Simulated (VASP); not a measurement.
Wanted: the native input for a VASP 6.6.1 run.

- Task: single point
- Functional: PBE
- Potentials or basis: VASP PAW PBE potentials, release 64 (Se_GW, Mg_GW)
- Cutoff: 500 eV
- k mesh: 4 × 4 × 4
- Occupations: gaussian, width 0.02 eV
- Spin: no spin polarisation
- Further INCAR settings: ALGO = Normal; EDIFF = 1e-06

The structure of MgSe lies in POSCAR:

```
MgSe
1.0
    0.0000000000      2.7255000000      2.7255000000
    2.7255000000      0.0000000000      2.7255000000
    2.7255000000      2.7255000000      0.0000000000
Se Mg
1 1
Direct
    0.5000000000      0.5000000000      0.5000000000
    0.0000000000      0.0000000000      0.0000000000
```

One way to write it, as run:

INCAR

```
SYSTEM = MgSe
  ALGO = Normal
  EDIFF = 1E-6
  ENCUT = 500
  GGA = PE
  ISIF = 2
  ISMEAR = 0
  LASPH = .True.
  LCHARG = .True.
  LELF = .True.
  LREAL = .False.
  LVHAR = .True.
  LWAVE = .False.
  NELM = 60
  PREC = Accurate
  SIGMA = 0.02
```

KPOINTS

```
k-points
0
Gamma
  4 4 4
  0 0 0
```

Potentials or basis: VASP PAW PBE potentials, release 64 (Se_GW, Mg_GW).

Launch:

```sh
$ cat potpaw_PBE.64/Se_GW/POTCAR potpaw_PBE.64/Mg_GW/POTCAR > POTCAR
$ mpirun -np 1 vasp_std > vasp.out
```

Results of the run:

* Pressure: 2.3 GPa
* Band gap on the k mesh: 1.77 eV, indirect (least direct gap 2.57 eV)

Caveat: the k mesh is coarse (spacing up to 0.50 Å⁻¹), so the values aren't converged.

Run time: 12 s on 1 thread of Intel(R) Xeon(R) Platinum 8259CL CPU @ 2.50GHz (Skylake/Cascade Lake), with other jobs on the host, peak memory 0.14 GiB.
